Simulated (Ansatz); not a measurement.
A series in volume scale on Mo

Periodic Kohn-Sham DFT of a crystal at fixed atoms, scaled to volume_scale times the given cell; pressure positive in compression, energy less spherical unpolarised free atoms, largest_vzz the field gradient of largest size among the nuclei. The results are calculated, by Ansatz 0.2.0.

The cell before it is scaled or strained (space group Pm-3m, No. 221):
```
cell vectors (Å)
   2.6049     0.0000     0.0000
   0.0000     2.6049     0.0000
   0.0000     0.0000     2.6049
atoms (fractions of the cell vectors)
Mo  0.00000  0.00000  0.00000
```

Settings of every row: method all-electron LAPW; functional PBE; relativity scalar; k mesh 12x12x12; filling fermi-dirac; smearing width 0.03 eV; basis error target 0.5 meV/atom; nucleus gaussian.

Atom start moment: 0 on all atoms.

Limits: the cell comes from a prototype or a list of computed structures and needn't be the stable phase.

```csv
row,volume scale,V (Å³/atom),pressure (GPa),energy less free atoms (eV/atom)
1,0.9405,16.624,13.346,-9.7339
2,0.98,17.322,4.047,-9.7712
3,1,17.675,-0.033,-9.7756
4,1.02,18.029,?,?
5,1.06,18.736,-10,-9.7406
```

Question: what pressure and energy less free atoms should row 4 give?

Worked fit of pressure. Take u = (V_r/V)^(2/3) − 1 with V_r = 17.498 Å³ an atom, which is twice the finite (Eulerian) strain; such expansions in the strain, on which the Birch-Murnaghan equation of state is built, carry the rest volume and the bulk modulus. The shown rows have u = 0.03475, 0.00676, -0.00669, -0.04455. Least squares give pressure = 1.9623 + 301.752 × u + 745.41 × u² GPa; a straight line predicts inner rows, each left out in turn, worse (root mean square 0.76 against 0.022 GPa). The rows lie off it by -0.002, 0.011, -0.010, 0.001 (root mean square 0.0075 GPa). The pressure vanishes at u = -0.0066, or V = 17.67 Å³ an atom, and there the bulk modulus at fixed shape and fractions is B = −V dP/dV = (2/3)(1 + u) dP/du = 193 GPa. The withheld row has u = -0.01973, so the fit gives 1.9623 + 301.752 × (-0.01973) + 745.41 × (-0.01973)² = -3.701 GPa.

The calculation gave -3.713 GPa. The fit lies 0.012 GPa (0.051 % of the column's range) above it; its largest miss of a shown row is 0.011 GPa.

Worked fit of energy less free atoms. Take u = (V_r/V)^(2/3) − 1 with V_r = 17.498 Å³ an atom, which is twice the finite (Eulerian) strain; such expansions in the strain, on which the Birch-Murnaghan equation of state is built, carry the rest volume and the bulk modulus. The shown rows have u = 0.03475, 0.00676, -0.00669, -0.04455. Least squares give energy less free atoms = −9.77451 + 0.3231 × u + 24.338 × u² eV/atom; a straight line predicts inner rows, each left out in turn, worse (root mean square 0.025 against 3.3e-05 eV/atom). All shown rows lie on it to the printed digit. Its lowest point lies at u = -0.0066, or V = 17.67 Å³ an atom, and the curvature there gives the bulk modulus at fixed shape and fractions, B = (4/9)(1 + u)² E″(u)/V = 194 GPa. The withheld row has u = -0.01973, so the fit gives −9.77451 + 0.3231 × (-0.01973) + 24.338 × (-0.01973)² = -9.7714 eV/atom.

The calculation gave -9.7714 eV/atom. The fit meets it to the printed digit.
